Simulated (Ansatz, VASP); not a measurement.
One calculation of BP, two programs

```
CELL_PARAMETERS angstrom
0.00000 2.17824 2.45052
2.17824 0.00000 2.45052
2.17824 2.17824 0.00000
ATOMIC_POSITIONS crystal
B 0.00000 0.00000 0.00000
P 0.75000 0.75000 0.75000
```

Change from the starting cell: strain -0.040 along x and y, +0.080 along z, atoms carried along.

Alike in both runs: task single point; functional LDA; k mesh 10 × 10 × 10; occupations gaussian, width 0.05 eV; no spin polarisation.

|  | VASP | Ansatz |
| --- | --- | --- |
| version | VASP 6.6.1 | Ansatz 0.2.0 |
| potentials or method | VASP PAW LDA potentials, release 64 (B, P) | scalar-relativistic, plane waves, PAW |
| plane-wave cutoff (eV) | 520 | 420 |
| valence electrons in the cell | 8 | 8 |

Ansatz gave:

```
gap on the k mesh at the Fermi level (eV)       : 0.29
least direct gap on the mesh (eV)               : 2.81
pressure (GPa)                                  : -4.6
largest component of the traceless stress (GPa) : 24.28
```

Q: Estimate VASP's values.

A: gap on the k mesh at the Fermi level (eV): 0.29; least direct gap on the mesh (eV): 2.81; pressure (GPa): -4.7; largest component of the traceless stress (GPa): 24.31.
